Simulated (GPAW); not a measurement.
Runs of GPAW 26.7.0 on ZrS. It takes space group Fm-3m (No. 225, cubic). Conventional cell: a = 5.250 Å, b = 5.250 Å, c = 5.250 Å, α = 90.00°, β = 90.00°, γ = 90.00°. Zr (site symmetry m-3m) has 6 S at 2.62 Å as nearest neighbours. S (site symmetry m-3m) is surrounded by 6 Zr at 2.62 Å. 

| task | level | potentials or basis | spin | U | cell | k mesh | cutoff (eV) | maxiter | optimizer | fmax | max steps | target pressure | gap on the mesh (eV) | pressure (GPa) |
| --- | --- | --- | --- | --- | --- | --- | --- | --- | --- | --- | --- | --- | --- | --- |
| relaxation of cell and atoms | PBEsol | PAW data sets generated in the run's folder for this functional, pw | off | - | relaxed to 5 GPa | 9 × 9 × 9 | 600 | 150 | BFGS | 0.02 eV/Å | 60 | 5 GPa | none | 4.9 |
| relaxation of cell and atoms | PBEsol | PAW data sets generated in the run's folder for this functional, pw | off | - | relaxed to 20 GPa | 9 × 9 × 9 | 600 | 150 | BFGS | 0.02 eV/Å | 60 | 20 GPa | none | 20.0 |
| relaxation of cell and atoms | PBEsol | PAW data sets generated in the run's folder for this functional, pw | off | - | relaxed to 2 GPa | 9 × 9 × 9 | 600 | 150 | BFGS | 0.02 eV/Å | 60 | 2 GPa | none | 2.0 |
| relaxation of cell and atoms | PBEsol | PAW data sets generated in the run's folder for this functional, pw | off | - | relaxed to 10 GPa | 9 × 9 × 9 | 600 | 150 | BFGS | 0.02 eV/Å | 60 | 10 GPa | none | 9.9 |
| band structure | r2SCAN+U | GPAW PAW data sets (gpaw-data 1.2.1), pw | off | Zr d U = 4 eV | as given | 7 × 7 × 7 | 600 | 150 | - | - | - | - | - | 3.4 |
| relaxation of cell and atoms | PBEsol | PAW data sets generated in the run's folder for this functional, pw | off | - | relaxed to 30 GPa | 9 × 9 × 9 | 600 | 150 | BFGS | 0.02 eV/Å | 60 | 30 GPa | none | 30.0 |
| relaxation of cell and atoms | PBEsol | PAW data sets generated in the run's folder for this functional, pw | off | - | relaxed | 9 × 9 × 9 | 600 | 150 | BFGS | 0.02 eV/Å | 60 | - | none | 0.0 |
| single point | LDA+U | the program's PAW data sets (release 1.2.1) made for this functional, pw | off | Zr d U = 4.5 eV | as given | 7 × 7 × 7 | 500 | 120 | - | - | - | - | none | -3.8 |
| single point | LDA | the program's PAW data sets (release 1.2.1) made for this functional, pw | off | - | as given | 7 × 7 × 7 | 500 | 120 | - | - | - | - | none | (a) |
| band structure | r2SCAN | GPAW PAW data sets (gpaw-data 1.2.1), pw | SOC, no magnetisation | - | as given | 7 × 7 × 7 | 600 | 150 | - | - | - | - | - | -2.2 |

Alike in all rows: smearing fermi-dirac 0.05 eV.

Task: Fill in the values left out.

Result: (a) -10.0.

Caveats: later steps reuse the first step's grids (some runs); the PAW data sets were made with another functional, which shifts forces and pressure a little (some runs); U without spin polarisation on a metal has little footing (some runs); the cutoff is short for stress and forces, so pressures can be off by a GPa or more (some runs); spin-orbit coupling was added after a scalar SCF, so levels and gaps hold it while energy, forces, pressure and moments don't (some runs); this program's spin-orbit splittings come out too wide for heavy elements (some runs).

A k mesh can miss the band edges, and rows without SOC leave out spin-orbit coupling on Zr.

A gap of «none» marks a metal or a gap under the smearing width.

Runs at the PBE level aren't shown here.
